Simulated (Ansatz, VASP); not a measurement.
## One calculation of Al, two programs

```xyz
2
Lattice="2.8505 0.0000 0.0000 -1.4253 2.4686 0.0000 0.0000 0.0000 4.6371" Properties=species:S:1:pos:R:3 pbc="T T T"
Al    0.0000    1.6458    1.1593
Al    1.4253    0.8229    3.4779
```

Alike in both runs: task single point; functional PBEsol; k mesh 27 × 27 × 14; occupations gaussian, width 0.1 eV; no spin polarisation.

|  | VASP | Ansatz |
| --- | --- | --- |
| version | VASP 6.6.1 | Ansatz 0.2.0 |
| potentials or method | VASP PAW PBE potentials, release 64 (Al) | scalar-relativistic, plane waves, PAW |
| plane-wave cutoff (eV) | 520 | 420 |
| valence electrons in the cell | 6 | 6 |

Ansatz gave:

```
gap on the k mesh at the Fermi level (eV)       : none
pressure (GPa)                                  : 0.0
largest component of the traceless stress (GPa) : 0.53
```

Estimate VASP's values.

gap on the k mesh at the Fermi level (eV): none; pressure (GPa): 0.1; largest component of the traceless stress (GPa): 0.54.

A gap of «none» marks a metal or a gap that the smearing closes. With one functional, cell and mesh, what is left measures potentials, basis and numerics.

Caveats: the PAW data sets were made with another functional, which shifts forces and pressure a little (VASP).
